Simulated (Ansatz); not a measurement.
**Ir: strain energy, fitted**

Ir, Fm-3m, a = 3.844 Å. Ansatz: r2SCAN, PAW, 500 eV, Γ-centred 20×20×14 mesh on 2 atoms, Gaussian smearing 0.10 eV; no spin polarisation. Series: uniaxial strain along a, with b, c and atoms relaxed; x is the strain in per cent. The axes a, b, c are those of the computed cell (2.718, 2.718, 3.844 Å), along [1 1 0], [-1 1 0], [0 0 1] of the cell named above. y is the free energy over the unstrained cell, V0 = 14.202 Å³/atom.

| x (%) | y (meV/atom) |
| --- | --- |
| -3.0 | ? |
| -2.0 | 11.85 |
| -1.0 | 2.82 |
| 0.0 | 0.00 |
| 1.0 | 2.72 |
| 2.0 | 10.34 |
| 3.0 | 22.23 |

Task: Fit y = c2 x² + c3 x³ to the other rows, turn c2 into a modulus, and predict the missing energy.

Result: Least squares on the rows shown. y = 2.7676 x² − 0.098361 x³. In eV per unit strain² c2 is 27.68; this is Young's modulus along the axis (E = ½ Y V0 ε²): 2 × 27.68 × 160.2 / (14.202) = 624 GPa. At x = -3.0 the fit asked for gives 27.56 meV/atom. The run gave 27.78 meV/atom, so the fit is 0.22 meV/atom too low, 0.79 % of the span of the series, against an rms of 0.04 meV/atom on the fitted rows. The row lies outside the fitted range. With a term in x⁴ added, a fit to the same known rows predicts 27.31 meV/atom, further off still.

Spin–orbit coupling is left out, which can shift energies with elements as heavy as these.